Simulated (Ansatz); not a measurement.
## Fe under changes of volume

One of the cells (12.019 Å³/atom); the others are scaled copies at fixed shape and fractional positions:

```
CELL_PARAMETERS angstrom
-1.44300 1.44300 1.44300
1.44300 -1.44300 1.44300
1.44300 1.44300 -1.44300
ATOMIC_POSITIONS crystal
Fe 0.00000 0.00000 0.00000
```

```yaml
Program: Ansatz 0.2.0
Functional: LDA
Potentials_or_basis: all-electron LAPW, scalar-relativistic
Cutoff: 303 eV (chosen from the basis error)
Basis_error_allowed: 0.001 eV/atom
k_mesh: 13 × 13 × 13
Occupations: fermi-dirac, width 0.05 eV
Spin: collinear spin, ferromagnetic start
Starting_moments: "[3.0] μB"
```

```tsv
volume (Å³/atom)	energy over the lowest point (meV/atom)	pressure (GPa)	moment (μB per cell)
11.298	0.00	-17.7	2.09
11.538	29.19	-21.0	2.12
11.778	63.06	-23.8	2.16
12.019	100.89	-26.1	2.20
12.259	141.48	-27.6	2.26
12.499	?	?	?
12.740	227.81	-29.8	2.39
```

Question: What does the run at 12.499 Å³/atom give?

Answer: Energy over the lowest point 183.86 meV/atom; pressure -28.8 GPa; moment 2.33 μB per cell.

Worked out: A Birch-Murnaghan fit of order 3 (a polynomial in V^(-2/3)) to the other rows has no minimum within the range. It gives 183.88 meV/atom at 12.499 Å³/atom, against the run's 183.86, and -dE/dV = -28.8 GPa, against -28.8. A parabola through the other rows of the moment, of slope 0.275 μB per Å³/atom there, gives 2.32 μB, against the run's 2.33.

Energies are extrapolated to zero smearing.
